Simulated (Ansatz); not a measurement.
# SrO: relaxed-ion elastic tensor

Method: DFT PBE, scalar-relativistic, plane waves, PAW (Ansatz). Settings: 420 eV plane-wave cutoff, Γ-centred 8×8×8 mesh, fixed occupations. No spin polarisation.

Equilibrium structure at this level:
```yaml
crystal:
  lattice:
    - [0.00000, 2.80655, 2.80655]
    - [2.80655, 0.00000, 2.80655]
    - [2.80655, 2.80655, 0.00000]
  atoms:
    - { symbol: Sr, position: [0.50000, 0.50000, 0.50000] }
    - { symbol: O, position: [0.25000, 0.25000, 0.25000] }
```

The cell was found from a structure generator's guess, not taken from experiment.

Question: Give the relaxed-ion elastic constants (GPa, Voigt order xx yy zz yz xz xy, on the Cartesian axes of the cell above).

Answer:
C11 = 69.2, C12 = 56.3, C13 = 56.3, C22 = 69.2, C23 = 56.3, C33 = 69.2, C44 = 27.0, C55 = 27.0, C66 = 27.0 GPa; the others vanish.

Question: Is the crystal stable against homogeneous strain?

Answer: Yes: the least eigenvalue of the tensor is 12.9 GPa.

Question: And the moduli of a polycrystal (Hill averages)?

Answer: B = 61 GPa, G = 15 GPa, E = 42 GPa, ν = 0.38.
